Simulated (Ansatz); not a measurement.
Runs of Ansatz 0.2.0 on TaAs. The structure is tetragonal, space group I4_1md (No. 109). Conventional cell: a = 3.444 Å, b = 3.444 Å, c = 11.736 Å, α = 90.00°, β = 90.00°, γ = 90.00°. Around Ta (site symmetry 2mm) lie 6 As at 2.61 to 2.62 Å. Around As (site symmetry 2mm) lie 6 Ta at 2.61 to 2.62 Å. The cell is a database's computed one.

| task | level | cutoff (eV) | points for each segment of the path | gap on the mesh (eV) | pressure (GPa) | largest force (eV/Å) |
| --- | --- | --- | --- | --- | --- | --- |
| single point | r2SCAN50 | 500 | - | 0.73 | -6.9 | (c) |
| single point | PBEsol0 | 420 | - | 0.46 | -6.4 | 0.03 |
| band structure | HSE03 | 420 | 4 | - | (a) | 0.02 |
| single point | B3LYP | 420 | - | 0.38 | 5.0 | 0.03 |
| band structure | HSEsol | 420 | 4 | - | (b) | 0.02 |

Alike in all rows: potentials or basis Ansatz PAW; no spin polarisation; cell as given; k mesh 6 × 6 × 6; smearing fermi-dirac 0.05 eV; the mesh is coarse, so values aren't converged.

Task: Estimate the missing entries.

Result: (a) -1.7; (b) -6.1; (c) 0.01.

Caveats: all runs use coarse meshes; spin-orbit coupling is left out, which moves the levels of the heavy elements; the PAW data sets come from PBE, with cores solved anew for the run's functional, which leaves a small shift of forces and pressure; the thresholds are loose for stress.

A k mesh can miss the band edges, and the runs leave out spin-orbit coupling on As, Ta.
